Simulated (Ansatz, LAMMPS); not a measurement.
# Relaxing a frame of liquid Al2O3 from 2500 K (95 atoms)

Wanted: the relaxed structure of a frame of liquid Al2O3 from 2500 K (95 atoms) and its electronic structure.

Method: Kohn-Sham DFT, PBE, PAW (set soft_2), plane waves, in Ansatz 0.2.0.

## Step 1: The structure

The cell holds 95 atoms: 38 Al and 57 O. Cell: a = 10.461 Å, b = 10.461 Å, c = 10.461 Å, α = 90.0°, β = 90.0°, γ = 90.0°. 95 atoms (38 Al, 57 O) placed at random at 2.81 g/cm³, melted at 4500 K for 20 ps at fixed volume with the Morse and Coulomb pair potential with partial charges (Pedone, Malavasi, Menziani, Cormack and Segre, J. Phys. Chem. B 110, 11780 (2006)). Snapshot at the end of a hold of 20 ps at 2500 K and fixed volume.

What the set-up can't give: The network of bonds at the start is that of the classical potential that made the cell. Only the Γ point is sampled, in a cell whose shortest periodic width is 10 Å.

## Step 2: Single point at the start

The forces at the start show how far the geometry lies from a minimum of this functional.

Contents of input.yaml:

```yaml
crystal:
  lattice:
    - [10.4611, 0.0, 0.0]
    - [0.0, 10.4611, 0.0]
    - [0.0, 0.0, 10.4611]
  atoms:
    - { symbol: Al, position: [0.87532, 0.01949, 0.36457] }
    - { symbol: Al, position: [0.64019, 0.807, 0.58795] }
    - { symbol: Al, position: [0.52206, 0.54715, 0.49682] }
    - { symbol: Al, position: [0.03395, 0.3073, 0.32816] }
    [... 85 atom lines left out ...]
    - { symbol: O, position: [0.32196, 0.14143, 0.27007] }
    - { symbol: O, position: [0.39796, 0.64205, 0.41904] }
    - { symbol: O, position: [0.81574, 0.00276, 0.87557] }
    - { symbol: O, position: [0.98279, 0.41908, 0.22506] }
    - { symbol: O, position: [0.59438, 0.75326, 0.28752] }
    - { symbol: O, position: [0.22328, 0.55023, 0.78387] }
kpoints:
  mp_grid: { grid: [1, 1, 1] }
hamiltonian:
  xc: pbe
scf:
  occupations: { method: fermi_dirac, width: 0.215 }
output:
  forces: true
  stress: true
  populations: intrinsic
  dos:
    method: { smearing: { sigma: 0.15 } }
    de: 0.1
    projected: { site_lists: { Al: [Al], O: [O] } }
  eigenvalues: true
```

The run is started by

```bash
> ansatz run input.yaml --threads 4 --pin off --max-ram 8192MiB --backend cpu --events-out ev --progress --plain --runs-dir out
```

The job ended after 21 s (4 threads of Arm Neoverse V1, shared host; peak memory 1.3 GiB; 72 s of CPU time).

Read from the output:

```yaml
free_energy: -52852.6555 eV
free_energy_per_atom: -556.3437 eV/atom
scf_cycles: 11
pressure: 6.817 GPa
r_m_s_force_component: 2.549 eV/Å
longest_force: 12.77 eV/Å
fermi_energy: 5.952 eV
levels_partly_filled_by_over_2_per_cent: 3
```

The r.m.s. force component of 2.5 eV/Å and the pressure of 6.8 GPa set the starting point.

Neighbours are counted within 2.49 Å (O-Al).

Length of the force by element and coordination:

| element | coordination | atoms | mean length of the force (eV/Å) | spread | least | most |
| --- | --- | --- | --- | --- | --- | --- |
| Al | all | 38 | 4.21 | 2.28 | 0.120 | 12.8 |
| Al | 3 | 3 | 4.92 | 1.24 | 3.45 | 6.49 |
| Al | 4 | 25 | 4.46 | 2.37 | 1.33 | 12.8 |
| Al | 5 | 10 | 3.39 | 2.06 | 0.120 | 8.10 |
| O | all | 57 | 3.59 | 2.08 | 0.517 | 9.94 |
| O | 2 | 17 | 4.20 | 2.10 | 0.796 | 8.08 |
| O | 3 | 35 | 3.29 | 2.06 | 0.517 | 9.94 |
| O | 4 | 5 | 3.64 | 1.60 | 2.15 | 6.47 |

## Step 3: Cell and atoms relaxed

Cell and atoms are freed together, to release stress as well as forces.

input.yaml, the sections that differ from step 2:

```yaml
output:
  forces: true
relax:
  f_tol: 0.03
  max_steps: 200
  cell: {}
# crystal, kpoints, hamiltonian, scf: as in step 2
```

Wall time 5.7 min (4 threads); peak memory 1.3 GiB; 21 min of CPU time.

Step by step (22 of 33):

| step | energy less that of the first step (eV) | largest force component (eV/Å) | pressure (GPa) | volume (Å³) |
| --- | --- | --- | --- | --- |
| 1 | 0.0000 | 10.9889 | 6.82 | 1144.81 |
| 3 | -28.6762 | 1.7418 | 0.84 | 1136.90 |
| 4 | -31.9006 | 1.0321 | 0.36 | 1134.32 |
| 6 | -34.6276 | 0.7251 | -0.51 | 1135.45 |
| 7 | -35.5843 | 0.4765 | -0.30 | 1133.02 |
| 9 | -37.1460 | 0.8789 | 0.23 | 1123.99 |
| 10 | -37.7945 | 0.7717 | 0.25 | 1122.12 |
| 12 | -38.8481 | 0.4700 | 0.06 | 1119.11 |
| 13 | -39.1619 | 0.3372 | 0.00 | 1117.53 |
| 15 | -39.7367 | 0.1531 | -0.06 | 1112.00 |
| 16 | -39.8412 | 0.1779 | 0.05 | 1113.26 |
| 18 | -40.1009 | 0.4124 | -0.05 | 1116.91 |
| 19 | -39.7262 | 0.9955 | 0.56 | 1111.24 |
| 21 | -40.2156 | 0.3721 | 0.00 | 1115.56 |
| 22 | -40.3177 | 0.1003 | 0.02 | 1116.64 |
| 24 | -40.3615 | 0.1058 | -0.01 | 1121.36 |
| 25 | -40.3620 | 0.1982 | 0.00 | 1120.75 |
| 27 | -40.3697 | 0.0087 | 0.00 | 1120.51 |
| 28 | -40.5522 | 0.0092 | 0.17 | 1120.51 |
| 30 | -40.5818 | 0.0232 | 0.01 | 1122.28 |
| 31 | -40.5875 | 0.0230 | 0.03 | 1122.28 |
| 33 | -40.5907 | 0.0062 | 0.01 | 1122.63 |

Relaxation steps 19, 25 were tried and not accepted.

| cell as run | before | after | change |
| --- | --- | --- | --- |
| a (Å) | 10.461 | 10.276 | -1.8 % |
| b (Å) | 10.461 | 10.493 | +0.3 % |
| c (Å) | 10.461 | 10.520 | +0.6 % |
| α (°) | 90.00 | 97.63 | +8.5 % |
| β (°) | 90.00 | 91.10 | +1.2 % |
| γ (°) | 90.00 | 86.97 | -3.4 % |
| volume (Å³/atom) | 12.05 | 11.82 | -1.9 % |

The atoms that moved most (Å, as changes of fractional coordinates times the final cell):

| atom | dx | dy | dz | length |
| --- | --- | --- | --- | --- |
| O86 | -0.527 | -0.369 | 1.861 | 1.969 |
| O61 | -0.487 | 0.825 | 1.124 | 1.477 |
| O40 | -0.321 | 0.205 | 1.320 | 1.374 |
| Al25 | 0.628 | -0.473 | 1.071 | 1.329 |
| Al32 | -0.933 | 0.558 | 0.676 | 1.280 |
| Al6 | -0.455 | 0.034 | -1.162 | 1.249 |
| O42 | 1.034 | 0.075 | -0.600 | 1.198 |
| O57 | 0.618 | 0.552 | 0.734 | 1.107 |

The relaxation changed the energy by -427 meV/atom, and atoms moved by 0.67 Å r.m.s., 2.0 Å at most.

## Step 4: Structure statistics after relaxation

Bonds before and after, by the cutoffs listed below:

| pair | bonds before | bonds after | mean before (Å) | mean after (Å) | spread before (Å) | spread after (Å) |
| --- | --- | --- | --- | --- | --- | --- |
| O-Al | 151 | 165 | 1.829 | 1.831 | 0.180 | 0.084 |

Density 2.87 g/cm³, 11.82 Å³ an atom.

g(r), total and by pair (bins of 0.1 Å):

| r (Å) | total | O-O | O-Al | Al-Al |
| --- | --- | --- | --- | --- |
| 1.55 | 0.00 | 0.00 | 0.00 | 0.00 |
| 1.65 | 0.07 | 0.00 | 0.15 | 0.00 |
| 1.75 | 3.91 | 0.00 | 8.15 | 0.00 |
| 1.85 | 4.35 | 0.00 | 9.05 | 0.00 |
| 1.95 | 1.15 | 0.00 | 2.39 | 0.00 |
| 2.05 | 0.24 | 0.00 | 0.49 | 0.00 |
| 2.15 | 0.04 | 0.00 | 0.09 | 0.00 |
| 2.25 | 0.04 | 0.00 | 0.08 | 0.00 |
| 2.35 | 0.11 | 0.30 | 0.00 | 0.00 |
| 2.45 | 0.50 | 1.19 | 0.14 | 0.00 |
| 2.55 | 0.31 | 0.77 | 0.00 | 0.19 |
| 2.65 | 0.90 | 1.88 | 0.06 | 1.24 |
| 2.75 | 1.07 | 2.26 | 0.16 | 1.15 |
| 2.85 | 1.50 | 3.03 | 0.25 | 1.83 |
| 2.95 | 1.52 | 3.04 | 0.28 | 1.85 |
| 3.05 | 1.47 | 2.53 | 0.53 | 1.87 |
| 3.15 | 1.20 | 0.89 | 0.62 | 3.62 |
| 3.25 | 1.20 | 1.31 | 0.74 | 2.34 |
| 3.35 | 1.06 | 0.93 | 0.96 | 1.66 |
| 3.45 | 0.83 | 0.65 | 0.80 | 1.36 |
| 3.55 | 0.85 | 0.65 | 1.15 | 0.39 |
| 3.65 | 0.85 | 0.74 | 1.05 | 0.46 |
| 3.75 | 0.76 | 0.43 | 1.11 | 0.44 |
| 3.85 | 0.76 | 0.37 | 1.20 | 0.33 |
| 3.95 | 0.95 | 0.42 | 1.46 | 0.64 |
| 4.05 | 1.04 | 0.70 | 1.43 | 0.60 |
| 4.15 | 1.10 | 0.41 | 1.68 | 0.94 |
| 4.25 | 1.05 | 0.73 | 1.46 | 0.55 |
| 4.35 | 1.20 | 0.67 | 1.76 | 0.72 |
| 4.45 | 1.06 | 0.78 | 1.44 | 0.56 |
| 4.55 | 1.18 | 0.90 | 1.42 | 1.08 |
| 4.65 | 1.12 | 1.25 | 1.09 | 0.91 |
| 4.75 | 1.21 | 1.07 | 1.26 | 1.37 |
| 4.85 | 0.81 | 1.03 | 0.58 | 1.00 |
| 4.95 | 0.92 | 1.32 | 0.57 | 1.06 |
| 5.05 | 0.95 | 1.32 | 0.71 | 0.83 |

Bonds by pair of elements; cutoffs follow the first minimum of g(r), held within bounds set by covalent radii, and pairs that aren't listed don't count as bonded:

| pair A-B | cutoff (Å) | bonds | mean length (Å) | spread (Å) | shortest (Å) | B about A | A about B |
| --- | --- | --- | --- | --- | --- | --- | --- |
| O-Al | 2.33 | 165 | 1.83 | 0.084 | 1.70 | 2.90 | 4.34 |

How many atoms have how many bonded neighbours:

| element | mean | 2 | 3 | 4 | 5 |
| --- | --- | --- | --- | --- | --- |
| Al | 4.34 | 0 | 0 | 25 | 13 |
| O | 2.90 | 8 | 47 | 2 | 0 |

Bond angles, per cent of each kind in bins of 5°:

| angle (°) | O-Al-O | Al-O-Al |
| --- | --- | --- |
| 70–75 | 0.4 | 0.0 |
| 75–80 | 5.4 | 0.0 |
| 80–85 | 5.4 | 0.6 |
| 85–90 | 7.1 | 3.7 |
| 90–95 | 7.9 | 11.8 |
| 95–100 | 12.1 | 7.4 |
| 100–105 | 7.5 | 5.6 |
| 105–110 | 15.0 | 6.2 |
| 110–115 | 11.1 | 13.7 |
| 115–120 | 9.6 | 9.3 |
| 120–125 | 4.6 | 11.2 |
| 125–130 | 2.1 | 8.1 |
| 130–135 | 2.5 | 8.7 |
| 135–140 | 1.1 | 3.1 |
| 140–145 | 0.7 | 3.7 |
| 145–150 | 2.1 | 3.7 |
| 150–155 | 1.4 | 0.6 |
| 155–160 | 0.7 | 0.0 |
| 160–165 | 1.1 | 1.2 |
| 165–170 | 1.1 | 0.6 |
| 170–175 | 0.4 | 0.6 |
| 175–180 | 0.7 | 0.0 |

Bond angles (no mean is given where the spread exceeds 20°):

| angle | count | mean (°) | spread (°) |
| --- | --- | --- | --- |
| O-Al-O | 280 | - | - |
| Al-O-Al | 161 | 116 | 18.2 |

Oxygen atoms by the number of network formers (Si, P, Ge, B, Al, As, Ga) bound to them:

| network formers bound to O | O atoms | per cent |
| --- | --- | --- |
| 0 | 0 | 0 |
| 1 | 0 | 0 |
| 2 | 8 | 14 |
| 3 | 47 | 82.5 |
| 4 | 2 | 3.5 |

Network units: each former by its oxygen neighbours and how many of them bridge to another former:

| former | O neighbours | bridging O | atoms |
| --- | --- | --- | --- |
| Al | 4 | 4 | 25 |
| Al | 5 | 5 | 13 |

Bond length by coordination (bonds to H left out):

| element | coordination | atoms | mean bond length (Å) |
| --- | --- | --- | --- |
| Al | 4 | 25 | 1.79 |
| Al | 5 | 13 | 1.89 |
| O | 2 | 8 | 1.72 |
| O | 3 | 47 | 1.83 |
| O | 4 | 2 | 1.99 |

Rings of the network by King's shortest-path rule, up to 12 atoms, one path for each pair of neighbours; H, halogens, alkali and alkaline-earth atoms are left out, and the last column divides by all other atoms, bonded or not:

| ring size (atoms) | rings | per network atom |
| --- | --- | --- |
| 4 | 22 | 0.232 |
| 6 | 44 | 0.463 |
| 8 | 70 | 0.737 |
| 10 | 31 | 0.326 |
| 12 | 4 | 0.042 |

First main peaks of g(r), for some of the pairs, lie near 1.8 Å (O-Al). By these cutoffs 66 % of Al atoms have 4 and 82 % of O atoms have 3 bonded neighbours. 14 % of the oxygens bridge two formers (Al) and 0 % are non-bridging; 82 % join three; 4 % join four. The commonest Al unit has 4 oxygens, 4 of them shared with other formers (25 of 38 atoms). Bonds at O atoms with 2 neighbours average 1.72 Å, against 1.83 Å at those with 3. Rings of 8 atoms are the most common (41 % of those counted); sizes run from 4 to 12, where the search stops.

## Step 5: Single point at the relaxed geometry

One more single point at the end of the walk gives the fuller output and checks the residual forces.

Contents of input.yaml:

```yaml
crystal:
  lattice:
    - [10.27213, 0.27209, -0.09069]
    - [0.27209, 10.46614, -0.69829]
    - [-0.09069, -0.69829, 10.49645]
  atoms:
    - { symbol: Al, position: [0.82567, 0.09228, 0.31346] }
    - { symbol: Al, position: [0.6055, 0.78238, 0.62217] }
    - { symbol: Al, position: [0.49642, 0.53432, 0.51821] }
    - { symbol: Al, position: [0.0474, 0.31863, 0.30381] }
    [... 85 atom lines left out ...]
    - { symbol: O, position: [0.37196, 0.17099, 0.27624] }
    - { symbol: O, position: [0.37874, 0.64106, 0.45478] }
    - { symbol: O, position: [0.82953, 0.9769, 0.86505] }
    - { symbol: O, position: [0.01408, 0.42941, 0.18458] }
    - { symbol: O, position: [0.62676, 0.75267, 0.31768] }
    - { symbol: O, position: [0.1794, 0.47103, 0.75482] }
kpoints:
  mp_grid: { grid: [1, 1, 1] }
hamiltonian:
  xc: pbe
scf:
  occupations: { method: fermi_dirac, width: 0.215 }
output:
  forces: true
  stress: true
  populations: true
  dos:
    method: { smearing: { sigma: 0.08 } }
    de: 0.1
    projected: { site_lists: { Al: [Al], O: [O] } }
  eigenvalues: true
  write_density: true
  write_potential: true
  volumetric_format: npy
```

Run time: 18 s. Hardware: 4 threads; peak memory 1.3 GiB; 65 s of CPU time.

The run gave:

| Item | Value |
| --- | --- |
| free energy | -52893.2462 eV |
| free energy per atom | -556.7710 eV/atom |
| SCF cycles | 9 |
| pressure | 0.006868 GPa |
| r.m.s. force component | 0.00179 eV/Å |
| longest force | 0.00666 eV/Å |
| Fermi energy | 6.117 eV |
| gap (highest filled to lowest empty level) | 3.424 eV |
| spilling of the projection | 0.008583 |

Löwdin charges by element and coordination (they lack the spilled electrons, 0.041 e an atom on average):

| element | coordination | atoms | mean charge (e) | spread | least | most |
| --- | --- | --- | --- | --- | --- | --- |
| Al | all | 38 | 1.36 | 0.0222 | 1.31 | 1.40 |
| Al | 4 | 25 | 1.37 | 0.0199 | 1.31 | 1.40 |
| Al | 5 | 13 | 1.34 | 0.0108 | 1.31 | 1.35 |
| O | all | 57 | -0.836 | 0.0173 | -0.872 | -0.784 |
| O | 2 | 8 | -0.860 | 0.0061 | -0.872 | -0.850 |
| O | 3 | 47 | -0.833 | 0.0133 | -0.854 | -0.784 |
| O | 4 | 2 | -0.794 | 0.003 | -0.797 | -0.791 |

Density of states as counts of states in windows of 1 eV (from the Fermi level), total and the larger projections:

| from (eV) | to (eV) | total | O p | Al p | Al s | O s |
| --- | --- | --- | --- | --- | --- | --- |
| -18 | -17 | 11.0 | 0.0 | 1.5 | 0.4 | 9.0 |
| -17 | -9 | 0.0 | 0.0 | 0.0 | 0.0 | 0.0 |
| -9 | -8 | 13.4 | 9.9 | 0.9 | 2.4 | 0.2 |
| -8 | -7 | 34.6 | 26.1 | 2.8 | 4.7 | 0.9 |
| -7 | -6 | 47.8 | 37.2 | 6.3 | 2.7 | 1.2 |
| -6 | -5 | 53.4 | 44.3 | 6.3 | 1.4 | 1.0 |
| -5 | -4 | 67.2 | 59.8 | 5.2 | 0.7 | 0.8 |
| -4 | -3 | 63.4 | 59.3 | 2.4 | 0.3 | 0.5 |
| -3 | -2 | 57.0 | 54.3 | 1.5 | 0.1 | 0.3 |
| -2 | -1 | 5.3 | 5.1 | 0.1 | 0.0 | 0.0 |
| -1 | 1 | 0.0 | 0.0 | 0.0 | 0.0 | 0.0 |
| 1 | 2 | 2.0 | 0.0 | 0.1 | 1.2 | 0.6 |
| 2 | 3 | 0.0 | 0.0 | 0.0 | 0.0 | 0.0 |
| 3 | 4 | 9.6 | 1.5 | 3.5 | 2.4 | 1.8 |
| 4 | 5 | 17.8 | 2.7 | 8.2 | 3.3 | 2.6 |

The curve was stored every 0.10 eV, coarse against its broadening of 0.08 eV, so these counts are rough.

Between -21 and -18 eV lie 103 more states.

The levels nearest the highest filled one (over half full), pooled over k-points and spins:

| level less the highest filled one (eV) | occupation |
| --- | --- |
| -0.272 | 2 |
| -0.242 | 2 |
| -0.214 | 2 |
| -0.123 | 2 |
| -0.102 | 2 |
| 0 | 2 |
| 3.42 | 0.001 |
| 5.12 | 0 |
| 5.32 | 0 |
| 5.56 | 0 |
| 5.68 | 0 |
| 5.81 | 0 |

Mean Löwdin charges: Al +1.36, O -0.84 e (they miss 0.86 % of the electrons, so they add up to more than the cell's charge). The largest share in the top eV of filled states is O p (97 % of the projected weight), and in the lowest eV of empty states Al s (64 % of the projected weight).

1 further run on a deliberately doubtful input is not shown.

## Step 6: Outcome

| Property | Result |
| --- | --- |
| energy change in the relaxation | -427.3 meV/atom |
| r.m.s. displacement | 0.669 Å |
| largest displacement | 1.969 Å |
| free energy per atom | -556.7710 eV/atom |
| pressure | 0.006868 GPa |
| r.m.s. force component | 0.00179 eV/Å |
| gap (highest filled to lowest empty level) | 3.424 eV |
| wall time of the 3 DFT runs | 6.3 min |

What this shows: Relaxation lowers the energy by 427 meV/atom and moves atoms by 0.67 Å r.m.s.; the r.m.s. force component goes from 2.5 to 0.0018 eV/Å, the pressure goes from 6.8 to 0.0069 GPa. Displacements are taken in the final cell, so they leave out its strain. By the final cutoffs 5 of 151 bonded pairs parted and 19 joined. The cell shrank by 1.9 % in volume. First to last step the energy falls by 40.591 eV; the largest move, 1.97 Å, is that of O86. The O-Al bonds go from 1.829 Å (spread 0.180) to 1.831 Å (spread 0.084), and their number from 151 to 165. By these cutoffs 66 % of Al atoms have 4 and 82 % of O atoms have 3 bonded neighbours. 14 % of the oxygens bridge two formers (Al) and 0 % are non-bridging; 82 % join three; 4 % join four. Between filled and empty levels lie 3.42 eV (at Γ alone); a semilocal functional tends to put such gaps too low. In a disordered cell it changes from sample to sample and from frame to frame.

What to keep in mind: The network of bonds at the start is that of the classical potential that made the cell; in DFT 5 of its 151 bonded pairs passed out of the cutoffs and 19 came within them.

[Logs are printed without paths, hosts, clocks, repeated set-up lines and the standing remarks that a program may print on its own settings, such as how far it seeks lower states.]

[Hosts, paths, dates, database ids (printed as entryN), source tags and the programs' standing remarks are cut or masked in the printed files.]
